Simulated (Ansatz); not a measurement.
# F-SiSi-F chair monolayer in a perpendicular field

Aim: how the F-SiSi-F chair monolayer screens a field along its normal, and what the field does to its bands. A positive field points along +c.

Main program and level: Ansatz 0.2.0; plane-wave DFT, PBE-D3(BJ), Ansatz PAW (set soft_1); PAW set soft_1.

This is a report of a sequence of runs, with most program output left out.

## 1. The structure

The cell holds 4 atoms: 2 F and 2 Si. Cell: a = 3.663 Å, b = 3.663 Å, c = 39.200 Å, α = 90.0°, β = 90.0°, γ = 120.0°. Vacuum lies along c.

## 2. Relaxing the slab

The starting cell is a guess, so the in-plane lattice and the atoms are relaxed first, with the slab cut off from its images along the normal.

File input.yaml:

```yaml
crystal:
  lattice:
    - [3.663, 0.0, 0.0]
    - [-1.8315, 3.1722510541, 0.0]
    - [0.0, 0.0, 39.2000000002]
  atoms:
    - { symbol: F, position: [0.6666666667, 0.3333333333, 0.4477040816] }
    - { symbol: Si, position: [0.6666666667, 0.3333333333, 0.4905612245] }
    - { symbol: Si, position: [0.3333333333, 0.6666666667, 0.5094387755] }
    - { symbol: F, position: [0.3333333333, 0.6666666667, 0.5522959184] }
  periodic: [true, true, false]
kpoints:
  mp_grid: { grid: [12, 12, 1] }
hamiltonian:
  xc: pbe
  dispersion: d3bj
  pseudopotentials: { kind: paw, azcp: { folder: soft_1 } }
scf:
  occupations: { method: fermi_dirac, width: 0.05 }
  convergence: { dr2_threshold: 1.0e-09 }
relax:
  f_tol: 0.004
  max_steps: 90
  cell: {}
output:
  write_potential: true
  write_density: true
  volumetric_format: npy
```

The run is started by

```console
> ansatz run input.yaml --threads 2 --pin off --max-ram 3072MiB --backend cpu --events-out ev --progress --plain --runs-dir out
```

It took 46 s on 2 threads of Arm Neoverse V1, shared host; peak memory 0.65 GiB; 91 s of CPU time.

Step by step:

```
step  energy less that of the first step (eV)  largest force component (eV/Å)  volume (Å³)
   1                                   0.0000                          2.1523       455.50
   2                                  -0.2866                          1.2184       487.98
   3                                  -0.3774                          0.2164       515.30
   4                                  -0.3747                          0.1971       516.09
   5                                  -0.3790                          0.0087       517.52
   6                                  -0.3790                          0.0019       517.67
  7*                                  -0.4142                          0.0067       517.67
   8                                  -0.4166                          0.0014       524.48
   9                                  -0.4163                          0.0006       526.84
 10*                                  -0.4181                          0.0002       526.84
```

Relaxation steps marked * repeat the geometry before them on a plane-wave basis chosen anew for their cell, so energy and pressure can jump there. Relaxation step 4 was tried and not accepted.

Forces are held to the 12 operations that the run works with; a distortion that breaks them can't arise in this run.

```csv
cell as run,before,after,change
a (Å),3.663,3.939,+7.5 %
b (Å),3.663,3.939,+7.5 %
```

The atoms that moved most (Å, along periodic axes as changes of fractional coordinates times the final cell, across vacuum about the mean position):

```
atom     dx     dy      dz  length
  F4  0.000  0.000  -0.069   0.069
  F1  0.000  0.000   0.069   0.069
 Si2  0.000  0.000   0.016   0.016
 Si3  0.000  0.000  -0.016   0.016
```

The relaxed structure:

```xyz
4
Lattice="3.9394 0.0000 0.0000 -1.9697 3.4116 0.0000 0.0000 0.0000 39.2000" Properties=species:S:1:pos:R:3
F     1.9697    1.1372   17.6189
Si    1.9697    1.1372   19.2462
Si    0.0000    2.2744   19.9538
F     0.0000    2.2744   21.5811
```

The lattice constant a goes from 3.663 to 3.939 Å.

## 3. Atoms held, field 0

A sawtooth potential applies the field, turning back in the middle of the vacuum. With the dipole correction the typed value is the field outside the slab. The induced dipole is small, so the SCF threshold is tight.

The cell differs from the one that the last finished run ended in (c 39.200 → 21.962 Å).

File input.yaml:

```yaml
crystal:
  lattice:
    - [3.9394025083, 0.0, 0.0]
    - [-1.9697012542, 3.4116226479, 0.0]
    - [0.0, 0.0, 21.9621002778]
  atoms:
    - { symbol: F, position: [0.6666666667, 0.3333333333, 0.4097968722] }
    - { symbol: Si, position: [0.6666666667, 0.3333333333, 0.4838911998] }
    - { symbol: Si, position: [0.3333333333, 0.6666666667, 0.5161088002] }
    - { symbol: F, position: [0.3333333333, 0.6666666667, 0.5902031278] }
kpoints:
  mp_grid: { grid: [18, 18, 1] }
  band_path:
    path: [[0, 0, 0], [0.5, 0, 0], [0.33333333, 0.33333333, 0], [0, 0, 0]]
    npoints: 16
hamiltonian:
  xc: pbe
  dispersion: d3bj
  pseudopotentials: { kind: paw, azcp: { folder: soft_1 } }
scf:
  occupations: { method: fermi_dirac, width: 0.02585 }
  convergence: { dr2_threshold: 1.0e-10 }
efield:
  axis: 3
  dipole_correction: true
  ramp_position: 0.97
  ramp_width: 0.06
  amplitude: 0
output:
  dos: { projected: true, e_range: [-6, 5] }
  write_potential: true
  write_density: true
  volumetric_format: npy
  elf: true
```

The job ended after 17 s (2 threads; peak memory 0.52 GiB; 33 s of CPU time).

Numbers from this step:

* dipole along the normal: 8.51e-8 e·Å
* gap along the path: 0.6523 eV
* smallest direct gap along the path: 0.6523 eV
* ionisation energy, upper face: 6.431 eV
* electron affinity, upper face: 5.779 eV
* gap, the smaller of path and mesh: 0.6523 eV

Running mean over a fixed 2.8 Å (it still follows the layers) of the planar mean; the ramp of the sawtooth is left out. Electron's electrostatic potential energy less the Fermi level against z:

z (Å), electron's electrostatic potential energy less the Fermi level (eV) and a bar from the least value:
```
      3.0       6.09 ##############################
      3.5       6.09 ##############################
      4.0       6.09 ##############################
      4.5       6.09 ##############################
      5.0       6.09 ##############################
      5.5       6.09 ##############################
      6.0       6.09 ##############################
      6.5       6.08 ##############################
      7.0       6.00 ##############################
      7.5       5.35 ############################
      8.0       4.31 #########################
      8.5       3.35 ######################
      9.0       1.58 #################
      9.5      -0.92 ###########
     10.0      -3.41 ####
     10.5      -4.57 
     11.0      -4.73 
     11.5      -4.53 #
     12.0      -3.28 ####
     12.5      -0.71 ###########
     13.0       1.75 ##################
     13.5       3.44 #######################
     14.0       4.39 #########################
     14.5       5.43 ############################
     15.0       6.01 ##############################
     15.5       6.08 ##############################
     16.0       6.09 ##############################
     16.5       6.09 ##############################
     17.0       6.09 ##############################
     17.5       6.09 ##############################
     18.0       6.09 ##############################
     18.5       6.09 ##############################
     19.0       6.09 ##############################
```

The density of states has structure finer than the step of the table below, so its rows give means over 0.25 eV, whole bins alone (the curve runs from -6 to 2.3 eV). Peaks (eV: height): -5.720: 11.6, -5.530: 10.3, -5.420: 20.6, -4.260: 2.90.

The density of states by energy, zero at the Fermi level of the run, which the smearing sets inside the gap; means over each step:

| energy (eV) | density of states (states/eV a cell) |
| --- | --- |
| -5.75 | 6.40 |
| -5.50 | 10.1 |
| -5.25 | 4.92 |
| -5.00 | 3.36 |
| -4.75 | 0.706 |
| -4.50 | 0.395 |
| -4.25 | 1.91 |
| -4.00 | 1.17 |
| -3.75 | 0.811 |
| -3.50 | 0.629 |
| -3.25 | 0.516 |
| -3.00 | 0.419 |
| -2.75 | 0.944 |
| -2.50 | 1.01 |
| -2.25 | 1.04 |
| -2.00 | 1.08 |
| -1.75 | 1.22 |
| -1.50 | 1.67 |
| -1.25 | 1.07 |
| -1.00 | 0.788 |
| -0.75 | 0.626 |
| -0.50 | 0.482 |
| -0.25 | 0.0383 |
| 0.00 | 0 |
| 0.25 | 0.0114 |
| 0.50 | 0.214 |
| 0.75 | 0.391 |
| 1.00 | 0.545 |
| 1.25 | 0.728 |
| 1.50 | 1.75 |
| 1.75 | 0.927 |
| 2.00 | 0.761 |

Projected DOS per atom over height of the atomic layer and energy from the Fermi level. Layers: F Si Si F from below.

Values in states/eV, 22 rows by 4 columns, each cell a mean:
```
0.03 0.27 0.27 0.03
0.04 0.44 0.44 0.04
0.05 0.47 0.47 0.05
0.03 0.21 0.21 0.03
0.02 0.11 0.11 0.02
0.00 0.01 0.01 0.00
0.00 0.01 0.01 0.00
0.03 0.21 0.21 0.03
0.05 0.31 0.31 0.05
0.10 0.50 0.50 0.10
0.13 0.56 0.56 0.13
0.11 0.41 0.41 0.11
0.13 0.36 0.36 0.13
0.12 0.26 0.26 0.12
0.08 0.15 0.15 0.08
0.14 0.18 0.18 0.14
0.28 0.24 0.24 0.28
0.49 0.29 0.29 0.49
0.20 0.06 0.06 0.20
1.47 0.26 0.26 1.47
3.76 0.27 0.27 3.76
2.13 0.55 0.55 2.12
```
Columns: height of the atomic layer (Å) from 9 to 13.0 (not evenly spaced); rows upwards: energy from the Fermi level (eV) from -5.96 to 2.23.

The electronic bands at the labelled points (eV, zero at the Fermi level of the run, which the smearing sets inside the gap):

| point | band 8 | band 9 | band 10 | band 11 | band 12 | band 13 | band 14 | band 15 |
| --- | --- | --- | --- | --- | --- | --- | --- | --- |
| Γ | -5.37 | -5.37 | -0.34 | -0.34 | 0.31 | 3.38 | 3.38 | 3.44 |
| halfway | -5.39 | -5.27 | -2.81 | -1.04 | 1.27 | 2.63 | 5.47 | 6.01 |
| M | -5.42 | -5.05 | -4.29 | -1.47 | 1.37 | 3.55 | 4.31 | 7.85 |
| halfway | -5.51 | -4.91 | -4.33 | -2.33 | 2.77 | 4.00 | 4.39 | 6.70 |
| K | -5.57 | -4.60 | -4.60 | -2.86 | 4.06 | 4.06 | 5.83 | 5.91 |
| halfway | -5.43 | -5.21 | -3.07 | -1.63 | 1.71 | 3.66 | 4.28 | 6.28 |
| Γ | -5.37 | -5.37 | -0.34 | -0.34 | 0.31 | 3.38 | 3.38 | 3.44 |

ELF in the ca plane at fractional y = 0.333, with atoms of F and Si within 0.2 Å of it. It is the smooth field of the valence electrons, not physical close to the nuclei.

Ten even steps from '0' (0.00) to '9' (0.90), each cell a mean:
```
00000000000000000245522599972000000000000000
00000000000000001478874368862000000000000000
00000000000000002688786244442000000000000000
00000000000000002688687244441000000000000000
00000000000000001589874357862000000000000000
00000000000000000256632589972000000000000000
00000000000000000012101589961012210000000000
00000000000000000000001367741134310000000000
00000000000000000000001367641134310000000000
00000000000000000011001589851012210000000000
```
Columns run along c (16.0 Å, from fractional 0.08 to 0.81 of the cell), rows up along a (3.9 Å). Atoms in or near the plane, at fractional coordinates: F at (0.41, 0.67), Si at (0.48, 0.67).

Valence density in the ca plane at fractional y = 0.333, with atoms of F and Si within 0.2 Å of it. It is the smooth field of the valence electrons, not physical close to the nuclei.

Values in units of 1e0 e/Å³, 6 rows by 16 columns, each cell a mean:
```
0.0 0.0 0.0 0.0 0.0 0.0 0.1 0.6 0.3 0.4 0.1 0.0 0.0 0.0 0.0 0.0
0.0 0.0 0.0 0.0 0.0 0.0 1.1 6.1 0.4 0.3 0.1 0.0 0.0 0.0 0.0 0.0
0.0 0.0 0.0 0.0 0.0 0.0 0.7 3.9 0.4 0.3 0.1 0.0 0.0 0.0 0.0 0.0
0.0 0.0 0.0 0.0 0.0 0.0 0.1 0.2 0.2 0.3 0.1 0.0 0.0 0.0 0.0 0.0
0.0 0.0 0.0 0.0 0.0 0.0 0.0 0.0 0.1 0.2 0.1 0.1 0.0 0.0 0.0 0.0
0.0 0.0 0.0 0.0 0.0 0.0 0.0 0.0 0.1 0.2 0.1 0.1 0.0 0.0 0.0 0.0
```
Columns run along c (16.0 Å, from fractional 0.08 to 0.81 of the cell), rows up along a (3.9 Å). Atoms in or near the plane, at fractional coordinates: F at (0.41, 0.67), Si at (0.48, 0.67).

Electrostatic potential energy in the ca plane at fractional y = 0.333, with atoms of F and Si within 0.2 Å of it. With pseudopotentials it is smooth inside the atoms' cores, unlike the true potential.

Ten even steps from '0' (-35 eV) to '9' (2 eV), each cell a mean:
```
99999999999999999999988666788999999999999999
99999999999999999985465101578999999999999999
99999999999999999940002030168999999999999999
99999999999999999930002041168999999999999999
99999999999999999983255000478999999999999999
99999999999999999999987656788999999999999999
99999999999999999999998888888999999999999999
99999999999999999999999887778999999999999999
99999999999999999999999887778999999999999999
99999999999999999999998888888999999999999999
```
Columns run along c (16.0 Å, from fractional 0.08 to 0.81 of the cell; values clipped at the 3rd and 97th percentile), rows up along a (3.9 Å). Atoms in or near the plane, at fractional coordinates: F at (0.41, 0.67), Si at (0.48, 0.67).

The gap is 0.65 eV, with the valence edge 6.43 eV and the conduction edge 5.78 eV under the upper vacuum level.

## 4. Atoms held, field 0.1 V/Å

input.yaml, as its differences from that of step 3:

```diff
@@ -25,7 +25,6 @@
   dipole_correction: true
-  ramp_position: 0.97
-  ramp_width: 0.06
-  amplitude: 0
+  ramp_position: 0.9212
+  ramp_width: 0.1575
+  amplitude: 0.1
 output:
-  dos: { projected: true, e_range: [-6, 5] }
   write_potential: true
@@ -33,2 +32 @@
   volumetric_format: npy
-  elf: true
```

Elapsed: 16 s, on 2 threads; peak memory 0.49 GiB; 32 s of CPU time.

The dipole is 0.0245 e·Å, and the gap 0.652 eV.

## 5. Atoms held, field -0.1 V/Å

input.yaml, as its differences from that of step 4:

```diff
@@ -27,3 +27,3 @@
   ramp_width: 0.1575
-  amplitude: 0.1
+  amplitude: -0.1
 output:
```

Elapsed: 16 s, on 2 threads; peak memory 0.49 GiB.

The dipole is -0.0245 e·Å, and the gap 0.652 eV.

## 6. Response, atoms held

This step: plane-wave DFT, PBE-D3(BJ), Ansatz PAW (set soft_1); response to a field along the normal, atoms held; PAW set soft_1 (Ansatz 0.2.0).

The dipoles give the slope, and the difference of two potentials shows where the field is screened.

This step gave:

```yaml
equivalent_conductor_thickness_p_eps_0ae: 3.302 Å
distance_between_the_outer_atoms: 3.962 Å
```

The dipole of the cell by applied field:

```csv
applied field (V/Å),dipole of the cell (e·Å)
-0.1000,-0.0245
0.0000,8.5e-8
0.1000,0.0245
```

Local field over the applied field, running mean. From the potentials at -0.1 and 0.1 V/Å; running mean over 2.5 Å. Table of local field over applied field by z:

```
z (Å)  local field over applied field
 4.10                            1.00
 4.54                           1.000
 4.83                           1.000
 5.27                           1.000
 5.56                           1.000
 6.00                           0.998
 6.30                           0.996
 6.74                           0.986
 7.03                           0.970
 7.47                           0.919
 7.76                           0.868
 8.20                           0.779
 8.49                           0.716
 8.93                           0.622
 9.37                           0.503
 9.66                           0.410
10.10                           0.296
10.40                           0.257
10.83                           0.246
11.13                           0.246
11.57                           0.257
11.86                           0.296
12.30                           0.410
12.59                           0.503
13.03                           0.622
13.47                           0.716
13.76                           0.779
14.20                           0.868
14.49                           0.919
14.93                           0.970
15.23                           0.986
15.67                           0.996
15.96                           0.998
16.40                           1.000
16.69                           1.000
17.13                           1.000
17.42                           1.000
17.86                            1.00
```

Electrons, planar mean, per unit field. Table of induced electron density by z:

```
z (Å)  induced electron density (e/Å³ per V/Å)
  5.0                                   9.9e-8
  5.5                                   7.9e-7
  6.0                                   4.0e-6
  6.5                                   2.0e-5
  7.0                                   9.4e-5
  7.5                                   4.0e-4
  8.0                                  0.00140
  8.5                                  0.00272
  9.0                                  0.00107
  9.5                                  -1.4e-5
 10.0                                  0.00118
 10.5                                  0.00402
 11.0                                  -2.4e-4
 11.5                                 -0.00399
 12.0                                  -8.8e-4
 12.5                                  -2.0e-4
 13.0                                 -0.00103
 13.5                                 -0.00269
 14.0                                 -0.00129
 14.5                                  -3.5e-4
 15.0                                  -8.4e-5
 15.5                                  -1.8e-5
 16.0                                  -3.6e-6
 16.5                                  -7.3e-7
 17.0                                  -7.4e-8
```

The smaller of the gaps on the path and on the k-mesh, counted as 0 under 0.03 eV. The gap stays at 0.652 eV for applied field from -0.1 to 0.1 V/Å.

By hand: between -0.1 and 0.1 V/Å the dipole changes by 0.04904 e·Å, a slope of 0.2452 e·Å²/V. A perfect conductor of thickness t has p = ε₀AEt, so t = 180.95 × 0.2452 / 13.440 = 3.30 Å (e/ε₀ = 180.95 V·Å, A in Å²).

The induced dipole is that of a conductor 3.30 Å thick.

## 7. Outcome

```
gap without field                          : 0.652 eV
ionisation energy, upper face              : 6.43 eV
electron affinity, upper face              : 5.78 eV
equivalent conductor thickness, atoms held : 3.30 Å
```

The induced dipole equals that of a perfect conductor 3.30 Å thick, while the outer atoms lie 3.96 Å apart; an out-of-plane ε follows only once a thickness t is chosen, by 1 − 1/ε = 3.30 Å / t. The gap stays within 0.01 eV of 0.65 eV over the fields run, up to 0.1 V/Å in size. Semilocal functionals give gaps that are too small, and excitons are not included.

[Logs are printed without paths, hosts, clocks, repeated set-up lines and the standing remarks that a program may print on its own settings, such as how far it seeks lower states.]

[Hosts, paths, dates, database ids (printed as entryN), source tags and the programs' standing remarks are cut or masked in the printed files.]

[Maps of the electrostatic potential energy from Ansatz leave out the sawtooth potential of an applied field or a dipole correction, so their vacuum need not be flat; planar profiles and work functions include it.]
